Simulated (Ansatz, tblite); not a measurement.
RbCl: GFN1-xTB, run from Python

These are simulated results from tblite 0.8.0, not measurements. The cell began as a measured structure and was relaxed with r2SCAN in plane waves (Ansatz 0.2.0). All runs are without spin polarisation.

It is cubic, Fm-3m (No. 225); conventional cell a = 6.611 Å, 36.12 Å³ an atom. Around Rb lie 6 Cl at 3.31 Å; around Cl lie 6 Rb at 3.31 Å.

tblite solves periodic systems at the zone centre alone, so the script builds a cluster of 2×2×2 conventional cells (64 atoms), which folds in a coarse mesh of k points.

The script, run.py:

```python
import json
from ase import Atoms
from ase.build import make_supercell
from ase.units import Bohr, GPa, Hartree
from tblite.interface import Calculator

atoms = Atoms(['Rb', 'Cl'],
              cell=[[0.0, 3.305726, 3.305726], [3.305726, 0.0, 3.305726], [3.305726, 3.305726, -0.0]],
              scaled_positions=[[0.0, -0.0, -0.0], [0.5, 0.5, 0.5]],
              pbc=True)
cluster = make_supercell(atoms, [[-2, 2, 2], [2, -2, 2], [2, 2, -2]])
calc = Calculator('GFN1-xTB', cluster.numbers, cluster.positions / Bohr, lattice=cluster.cell[:] / Bohr, periodic=cluster.pbc)
calc.set('temperature', 0.02 / Hartree)
calc.set('max-iter', 150)
res = calc.singlepoint()
levels = res.get('orbital-energies') * Hartree
nv = round(res.get('orbital-occupations').sum() / 2)
cells = len(cluster) // len(atoms)
out = {'energy_per_cell': res.get('energy') * Hartree / cells, 'homo': levels[nv - 1], 'lumo': levels[nv],
       'stress': (-res.get('virial') * Hartree / cluster.get_volume() / GPa).tolist(), 'charges': res.get('charges')[:len(atoms)].tolist(), 'electrons': 2 * nv / cells}
json.dump(out, open('results.json', 'w'))
for key, value in out.items():
    print(key, value)
```

Command: `python run.py`. It took 4.4 s on 1 thread of Arm Neoverse N1, with other jobs on the host, peak memory 0.12 GiB.

The log:

```
------------------------------------------------------------
  cycle        total energy    energy error   density error
------------------------------------------------------------
      1     -152.0227771779  -1.5178976E+02   6.2134362E-01
      2     -138.0649869842   1.3957790E+01   3.9887674E-01
      3      4199.871554414   4.3379365E+03   2.7507926E+00
      4     -132.4622188738  -4.3323338E+03   1.7166241E-01
      5     -147.4197610173  -1.4957542E+01   9.0559993E-02
      6     -152.0107551583  -4.5909941E+00   3.3273030E-02
      7     -152.3100413426  -2.9928618E-01   2.2929136E-02
      8     -152.3397086671  -2.9667324E-02   1.6616242E-02
      9     -152.3762464297  -3.6537763E-02   1.1312833E-03
     10     -152.3762478035  -1.3737659E-06   4.9961586E-05
     11     -152.3762480477  -2.4419242E-07   2.6053694E-05
     12     -152.3762484898  -4.4209324E-07   2.1631146E-06
------------------------------------------------------------

 total:                                   3.498 sec
energy_per_cell -129.57402870625947
homo 28.252915515433955
lumo 32.12878696919875
stress [[-3.8128250921511095, 8.023380340531909e-14, -2.4066157500857362e-14], [8.02483836515259e-14, -3.812825092151048, 2.859249008607013e-14], [-2.4092404266087902e-14, 2.8575246717791386e-14, -3.8128250921511144]]
charges [0.6809402117890455, -0.6822078024202014]
electrons 8.0
```

The cycle table is in hartree for the whole cluster, and the lines after it are in eV (the energy for one cell). The printed stress is in GPa and positive in compression, and the pressure is its mean diagonal.

GFN1-xTB gives a gap of 3.88 eV. On the same cell, plane-wave PBE (Ansatz, 6×6×6 k points and the special points) gives a gap of 4.96 eV and r2SCAN a gap of 5.56 eV; on shared hosts these took about 2.4 and 6.8 core-seconds on the 2-atom cell, against 4.4 for the script. Semilocal gaps usually lie below measured ones. xTB was fitted to molecules, so gaps, charges and pressures of solids can be far off, and the gap also depends on the size of the cluster.

The same script was run on cells scaled at fixed shape and fractional coordinates:

| volume (Å³/atom) | energy (meV/atom) | pressure (GPa, positive in compression) | gap (eV) |
| --- | --- | --- | --- |
| 31.79 | -96.8 | -3.25 | 4.33 |
| 33.96 | -50.2 | -3.60 | 4.09 |
| 36.12 | 0.0 | -3.81 | 3.88 |
| 38.29 | 52.6 | -3.95 | 3.68 |
| 40.46 | 106.8 | -4.06 | 3.50 |

The minimum lies beyond the smallest of these volumes.

xTB was fitted mostly to molecules, and a small cluster samples few k points, so gaps, pressures and kinks along a curve can be far from a solid's.
